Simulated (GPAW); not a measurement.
# Ir (P6_3/mmc) in GPAW: equation of state

How stiff is Ir in PBEsol, and what volume does it want? The cell is scaled to several volumes.

Program: GPAW 26.7.0. These are calculated values, not measurements. Logs are shortened: lines on timing, memory, paths and dates and some standing lists are left out, and cuts for length are marked. The log counts tension as positive stress, the text compression.

### 1 The crystal as given

Symmetry: P6_3/mmc, No. 194, hexagonal system. Conventional cell: a = 2.751 Å, b = 2.751 Å, c = 4.462 Å, α = 90.00°, β = 90.00°, γ = 120.00°. Ir (site symmetry -6m2) is surrounded by 12 Ir at 2.74 to 2.75 Å.

This isn't the form of Ir at room conditions, which is fcc.

### 2 Equation of state, PBEsol

run.py

```python
from ase import Atoms
from ase.eos import EquationOfState
from ase.io import Trajectory
from ase.units import GPa
from gpaw import GPAW, PW, setup_paths

setup_paths.insert(0, '.')

atoms = Atoms(['Ir', 'Ir'],
              cell=[[2.7513778946, 0.0, 0.0],
                    [-1.3756889473, 2.3827631521, 0.0],
                    [0.0, 0.0, 4.46229]],
              scaled_positions=[[0.3333333333, 0.6666666667, 0.25],
                                [0.6666666667, 0.3333333333, 0.75]],
              pbc=True)

traj = Trajectory('eos.traj', 'w')
volumes, energies = [], []
for x in [0.94, 0.96, 0.98, 1.0, 1.02, 1.04, 1.06]:
    a = atoms.copy()
    a.set_cell(atoms.cell * x**(1 / 3), scale_atoms=True)
    calc = GPAW(mode=PW(600),
                xc='PBEsol',
                kpts={'size': (11, 11, 6), 'gamma': True},
                occupations={'name': 'fermi-dirac', 'width': 0.05},
                nbands=28,
                convergence={'density': 1e-05, 'energy': 1e-05},
                maxiter=150,
                txt=f'eos-{x:.2f}.txt')
    a.calc = calc
    energies.append(a.get_potential_energy(force_consistent=True))
    volumes.append(a.get_volume())
    p = -a.get_stress()[:3].mean() / GPa
    calc.write(f'eos-{x:.2f}.gpw')
    traj.write(a)
    print(f'{x:.2f} {volumes[-1]:10.4f} A^3 {energies[-1]:14.6f} eV {p:9.3f} GPa', flush=True)

v0, e0, B = EquationOfState(volumes, energies, eos='birchmurnaghan').fit()
print(f'V0 = {v0:.4f} A^3, E0 = {e0:.6f} eV, B0 = {B / GPa:.2f} GPa')
```

Potentials or basis: PAW data sets generated in the run's folder for this functional, pw.

Launch:

```console
> gpaw-setup -f PBEsol Ir
> OMP_NUM_THREADS=1 python run.py
```

The program printed:

```text
__  _  _
 | _ |_)|_||  |
 |__||  | ||/\| - 26.7.0

Input parameters:
  mode=PW(ecut=600.0),
  convergence={'density': 1e-05, 'energy': 1e-05},
  kpts=MonkhorstPack(size=(11, 11, 6), gamma=True),
  maxiter=150,
  nbands=28,
  occupations=Occupations(name='fermi-dirac', width=0.05),
  xc=XC(name='PBEsol')

Diagonalizing LCAO Hamiltonian
Converting LCAO to pw mode

          Ir

        Ir

Atoms  # Å, Bohr magnetons
|   | symbol |         x |        y |        z |    initial magnetic moments |
|---|--------|-----------|----------|----------|-----------------------------|
| 0 |     Ir | -0.000000 | 1.567040 | 1.100495 | ( 0.0000,  0.0000,  0.0000) |
| 1 |     Ir |  1.357096 | 0.783520 | 3.301486 | ( 0.0000,  0.0000,  0.0000) |

Unit cell  # Å
| periodic |         x |        y |        z |  lengths |     angles |
|----------|-----------|----------|----------|----------|------------|
|      yes |  2.714193 | 0.000000 | 0.000000 | 2.714193 |  90.000000 |
|      yes | -1.357096 | 2.350560 | 0.000000 | 2.714193 |  90.000000 |
|      yes |  0.000000 | 0.000000 | 4.401981 | 4.401981 | 120.000000 |

Number of symmetries: 12
Symmetry operations  # r_c * U_cc + t_c -> r_c
|    | kind |            matrix            |
|----|------|------------------------------|
|  0 |  σ   |  1, 1, 0,  0,-1, 0,  0, 0, 1 |
|  1 |  S6  |  1, 1, 0, -1, 0, 0,  0, 0,-1 |
|  2 |  E   |  1, 0, 0,  0, 1, 0,  0, 0, 1 |
|  3 |  C2  |  1, 0, 0, -1,-1, 0,  0, 0,-1 |
|  4 |  C2  |  0, 1, 0,  1, 0, 0,  0, 0,-1 |
|  5 |  C3  |  0, 1, 0, -1,-1, 0,  0, 0, 1 |
|  6 |  S6  |  0,-1, 0,  1, 1, 0,  0, 0,-1 |
|  7 |  σ   |  0,-1, 0, -1, 0, 0,  0, 0, 1 |
|  8 |  σ   | -1, 0, 0,  1, 1, 0,  0, 0, 1 |
|  9 |  i   | -1, 0, 0,  0,-1, 0,  0, 0,-1 |
| 10 |  C3  | -1,-1, 0,  1, 0, 0,  0, 0, 1 |
| 11 |  C2  | -1,-1, 0,  0, 1, 0,  0, 0,-1 |

BZ-sampling:
  Number of BZ points: 726
  Number of IBZ points: 84

  Monkhorst-Pack size: [11, 11, 6]
  Monkhorst-Pack shift: [0.0, 0.0, 0.08333333333333333]

K-points  # in reciprocal-cell coordinates
|     |                                coordinates |     weight |
|-----|--------------------------------------------|------------|
|   0 | (  0.00000000,   0.00000000,   0.00000000) | 0.00137741 |
|   1 | (  0.00000000,   0.00000000,   0.16666667) | 0.00275482 |
|   2 | (  0.00000000,   0.00000000,   0.33333333) | 0.00275482 |
|   3 | (  0.00000000,   0.00000000,   0.50000000) | 0.00137741 |
|   4 | (  0.09090909,   0.00000000,  -0.33333333) | 0.00826446 |
|   5 | (  0.09090909,   0.00000000,  -0.16666667) | 0.00826446 |
|   6 | (  0.09090909,   0.00000000,   0.00000000) | 0.00826446 |
|   7 | (  0.09090909,   0.00000000,   0.16666667) | 0.00826446 |
|   8 | (  0.09090909,   0.00000000,   0.33333333) | 0.00826446 |
|   9 | (  0.09090909,   0.00000000,   0.50000000) | 0.00826446 |
| ... |                                            |            |
|  83 | (  0.45454545,   0.45454545,   0.50000000) | 0.00826446 |

Plane wave coefficients: 966
Cutoff: 600.0 eV

Spin-components: 1 (collinear spins)
Bands:           28
Projectors:      12
Spin-degeneracy: 2
Datatype:        complex128

Parallelization:
  kpt:    1
  domain: 1
  band:   1

Density:
  Valence electrons: 30.0
  Components: 1
  Grid points: [16 16 25]
  Charge: 0.0  # |e|

Potential:
  Grid points: [16 16 25]

species:
  Ir:
    name:    Iridium
    Z:       77.0
    valence: 15
    core:    62
    charge:  0.0  # [|e|]
    compensation charges:
      type: gauss
      rc: 0.40  # [Å]
      lmax: 2
    cutoffs:
      filter: 2.40  # [Å]
      core: 2.36  # [Å]
    projectors
    | kind |    occ | energy [eV] | rcut [Å] |
    |------|--------|-------------|----------|
    |   6s |  2.000 |      -6.350 |    1.296 |
    |   5p |  6.000 |     -54.763 |    1.328 |
    |   6p |  0.000 |      -1.184 |    1.328 |
    |   5d |  7.000 |      -7.197 |    1.286 |
    |    s |        |      20.861 |    1.296 |
    |    d |        |      20.014 |    1.286 |

    Using partial waves for Ir as LCAO basis

Reference energy: -968695.763642  # eV

eigensolver:
  PPCG
  Converge bands: occupied
  niter=2

density mixing:
  MSR1-Mixer
  Pratt-step length: 0.05
  Maximum mixing coefficient: 0.75
  Old densities: 10
  SVD Regularization: 0.005
  Good broyden scale: 1.0
  Trust region scale: 1.0
  Backstep threshold: 4.0
  History deletion threshold: 6.0
  Fourier metric: weight=20.0, sigma=0.015

occupation numbers:
  Fermi-Dirac:
    width: 0.0500  # eV

poisson solver:
  ecut: 4800.0  # eV

xc functional:
  name: PBEsol with 2 nearest neighbor stencil

convergence criteria:
- Maximum integral of absolute [dens]ity change: 1e-05 electrons / valence electron
- Maximum [total energy] change in last 3 cyles: 1e-05 eV / valence electron
- Maximum integral of absolute [eigenst]ate change: 4e-08 eV^2 / valence electron
maximum number of iterations: 150

SCF iterations
|iter     | |      energy | eigst |  dens |
|---------|-|-------------|-------|-------|
|iter:   1| |  -20.643134 | +0.18 |       |
|iter:   2| |  -20.608796 | -2.70 | -1.43 |
|iter:   3| |  -20.487718 | -2.33 | -1.47 |
|iter:   4| |  -20.503127 | -3.39 | -2.11 |
|iter:   5| |  -20.510273 | -3.28 | -2.41 |
|iter:   6| |  -20.510317 | -5.62 | -3.59 |
|iter:   7| |  -20.510324c| -6.23 | -3.91 |
|iter:   8| |  -20.510325c| -7.86c| -4.59 |
|iter:   9| |  -20.510325c| -7.54c| -4.92 |
|iter:  10| |  -20.510325c| -8.21c| -5.63c|

Converged in 10 steps
Energy contributions relative to reference atoms: (reference = -968695.763642)

Energy contributions:
  Kinetic:           8.636927
  Coulomb:          -7.520558
  Zero:             -0.493528
  External:          0.000000
  Xc:              -21.121255
  Entropy:          -0.023821
  Spinorbit:         0.000000
  ----------------------------
  Free energy:     -20.522235
  Extrapolated:    -20.510325

dipole moment: (0.000001, 0.000001, 0.000002)  # |e|*Ang

Fermi level: 15.036
Eigenvalues  # (at kpt = [0.000, 0.000, 0.000])
| band index |      eig [eV] | occ [0-2] |
|------------|---------------|-----------|
|          0 |       -35.328 |     2.000 |
|        ... |               |           |
|          8 |        11.045 |     2.000 |
|          9 |        11.148 |     2.000 |
|         10 |        11.148 |     2.000 |
|         11 |        11.818 |     2.000 |
|         12 |        11.818 |     2.000 |
|         13 |        12.628 |     2.000 |
[... 8 lines left out ...]
|         22 |        36.607 |     0.000 |
|         23 |        36.607 |     0.000 |
|        ... |               |           |
|         27 |        40.765 |     0.000 |

No gap
No difference between direct/indirect transitions

Stress tensor  # eV/Ang^3
|         x |         y |         z |
|-----------|-----------|-----------|
| -0.005765 |  0.000000 |  0.000000 |
|  0.000000 | -0.005765 |  0.000000 |
|  0.000000 |  0.000000 | -0.005738 |

# Writing to eos-0.96.gpw (mode='')
```

Run time: 4.5 min. Hardware: 1 thread of Arm Neoverse V1, shared host; peak memory 0.32 GiB.

What came out:

```
Equilibrium volume                        : 14.08 Å³/atom
Bulk modulus at fixed shape and positions : 383 GPa
Pressure derivative of the bulk modulus   : 5.1
```

Energy against volume, from the lowest point:
```tsv
volume (Å³/atom)	energy (meV/atom)
13.749	9.70
14.042	0.00
14.335	5.09
14.627	23.18
14.920	52.77
15.212	92.43
15.505	140.96
```

Caveat: the cell was scaled at fixed shape and fractional positions, which overstates the stiffness of a crystal with free parameters, most of all of layers and chains. Spin-orbit coupling is left out, which matters for the levels of Ir.
